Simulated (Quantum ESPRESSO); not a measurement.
Runs of Quantum ESPRESSO 7.5 on BN. Symmetry: F-43m, No. 216, cubic system. Conventional cell: a = 3.626 Å, b = 3.626 Å, c = 3.626 Å, α = 90.00°, β = 90.00°, γ = 90.00°. N (site symmetry -43m) is surrounded by 4 B at 1.57 Å. B (site symmetry -43m) is surrounded by 4 N at 1.57 Å. The cell is a database's computed one.

```tsv
level	ASE optimiser	dispersion computed by	rVV10 parameter b	gap on the mesh (eV)	pressure (GPa)	relaxed volume (Å³/atom)
PBEsol+D3	FIRE	-	-	4.40	0.3	5.85
PBEsol+D3(BJ)	FIRE	-	-	4.41	0.4	5.82
PBEsol+D4	FIRE	dftd4 4.3.1 through ASE	-	4.41	0.4	5.82
PBEsol+rVV10	BFGS	-	6.3	(a)	0.1	5.84
PBEsol	LBFGS	-	-	4.40	0.0	5.87
```

Alike in all rows: task relaxation of cell and atoms; potentials or basis PseudoDojo 0.4.1 SR PBE standard; no spin polarisation; cell relaxed; k mesh 13 × 13 × 13; cutoff (eV) 1143; smearing fermi-dirac 0.05 eV.

Fill in the values left out.

(a) 4.30.

Caveats: the potentials were made for another functional, which shifts forces and pressure; an odd mesh through Γ misses points on the zone boundary, where band edges often lie; rVV10's parameter b was fitted to another functional (some runs).
